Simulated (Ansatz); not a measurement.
# What moves the field gradients of Si3N4?

Cell of run 1: a structure deposited in the COD, atoms as given.

Space group P6_3 (No. 173); a = 7.5950, c = 2.9023 Å, γ = 120.00°.

| site | Wyckoff | site symmetry | x | y | z |
| --- | --- | --- | --- | --- | --- |
| Si | 6c | 1 | 0.7687 | 0.1744 | 0.2500 |
| N7 | 6c | 1 | 0.0297 | 0.3295 | 0.2650 |
| N13 | 2b | 3.. | 0.3333 | 0.6667 | 0.2344 |

One atom of each set is listed.

Relaxed positions (PBE, cell held):

Si (0.7673, 0.1736, 0.3256)
N7 (0.0294, 0.3297, 0.3257)
N13 (0.3333, 0.6667, 0.8255)

All runs are DFT with Ansatz 0.2.0 (plane waves and PAW, scalar-relativistic unless spin–orbit coupling is named, Γ-centred meshes, Fermi–Dirac smearing where given) in this cell.

Run 1: PBE, atoms as given; 420 eV, 4×4×10 k-points, smearing 0.02 eV.
Run 2: PBE, atoms relaxed; 420 eV, 4×4×10 k-points, smearing 0.02 eV.
Run 3: r2SCAN, at the relaxed atoms; 500 eV, 4×4×10 k-points, smearing 0.02 eV.

**Question.** What does each run give, and what moves the gradients most?

**Answer.** 

| run | Si V_zz (η) | N7 V_zz (η) | N13 V_zz (η) |
| --- | --- | --- | --- |
| 1 | 5.83 (0.42) | -4.72 (0.33) | 4.81 (0.00) |
| 2 | 0.99 (0.42) | -4.90 (0.07) | -4.83 (0.00) |
| 3 | 0.99 (0.40) | -4.89 (0.08) | -4.90 (0.00) |

V_zz in 10²¹ V/m². Against run 1, the gradient tensors on these sites move by at most 9.64 in run 2 (N13), 9.71 in run 3 (N13). Taken one at a time, the positions of the atoms (as given or relaxed) move the tensors on these sites by up to 9.64 (largest principal value of the change, on N13), the functional (r2SCAN with its higher cutoff) by 0.07 (N13). On some sites the largest principal value moves to another axis from run to run, and the sign of V_zz can flip with it.

In run 1 the atoms aren't at the calculated equilibrium (largest force 2.5 eV/Å). The cell isn't the equilibrium one in runs 1, 2 (calculated pressure -2, 6 GPa, with larger principal stresses), and the entry's cell may itself be off.
